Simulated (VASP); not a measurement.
# TlBr: single point with PBE

TlBr:

```
Tl Br
1.0
     3.98000    0.00000    0.00000
     0.00000    3.98000    0.00000
     0.00000    0.00000    3.98000
Tl Br
1 1
Direct
  0.00000 0.00000 0.00000
  0.50000 0.50000 0.50000
```

```
Program             : VASP 6.6.1
Task                : single point
Functional          : PBE
Potentials or basis : VASP PAW PBE potentials, release 64 (Tl_d_GW, Br_GW)
Cutoff              : 500 eV
k mesh              : 4 × 4 × 4
Occupations         : gaussian, width 0.02 eV
Spin                : no spin polarisation
```

```
Pressure               : 1.2 GPa
Band gap on the k mesh : 1.85 eV, direct
```

Levels at points of the mesh, in eV from the valence-band top:
| k point | band 7 | band 8 | band 9 | band 10 | band 11 | band 12 | band 13 | band 14 | band 15 |
| --- | --- | --- | --- | --- | --- | --- | --- | --- | --- |
| (0.00, 0.00, 0.00) | -9.94 | -4.66 | -1.30 | -1.30 | -1.30 | 7.01 | 7.01 | 7.22 | 7.22 |
| (0.50, 0.00, 0.00) | -9.93 | -5.54 | -0.80 | -0.80 | 0.00 | 1.85 | 5.76 | 5.76 | 8.01 |
| (0.50, 0.50, 0.00) | -9.89 | -3.76 | -2.93 | -2.93 | -0.71 | 4.87 | 4.87 | 7.38 | 7.68 |
| (0.50, 0.50, 0.50) | -9.89 | -2.77 | -1.92 | -1.92 | -1.92 | 2.14 | 2.14 | 2.14 | 12.81 |

It took 8.4 s on 1 thread of Intel(R) Xeon(R) 6975P-C (Granite Rapids), with other jobs on the host, peak memory 0.17 GiB.

Caveat: spin-orbit coupling is left out, which as a rule narrows the gap of such compounds by several tenths of an eV. A k mesh can miss the band edges.
